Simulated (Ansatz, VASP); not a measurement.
# Si: VASP beside Ansatz

```
Si
1.0
     4.12095    0.00000    0.00000
    -2.06047    3.56885    0.00000
     0.00000    0.00000    2.65479
Si
2
Direct
  0.33333 0.66667 0.50000
  0.66667 0.33333 0.50000
```

The cell was built by a generator and needn't be a form met in nature.

Alike in both runs: task band structure; functional revPBE; k mesh 8 × 8 × 10; occupations fermi-dirac, width 0.05 eV; no spin polarisation.

|  | VASP | Ansatz |
| --- | --- | --- |
| version | VASP 6.6.1 | Ansatz 0.2.0 |
| potentials or method | VASP PAW PBE potentials, release 64 (Si) | Ansatz PAW |
| plane-wave cutoff (eV) | 520 | 420 |
| valence electrons in the cell | 8 | 8 |

```tsv
	VASP	Ansatz	Ansatz less VASP
gap on the k mesh at the Fermi level (eV)	none	none	-
pressure (GPa)	0.9	1.1	+0.21
largest component of the traceless stress (GPa)	0.70	0.73	+0.033
```

A gap of «none» marks a metal or a gap that the smearing closes. The functional is the same, so the differences come from potentials, cutoffs and numerics.

Caveats: the PAW data sets were made with another functional, which shifts forces and pressure a little (VASP); the PAW data sets come from PBE, with cores solved anew for the run's functional, which leaves a small shift of forces and pressure (Ansatz).
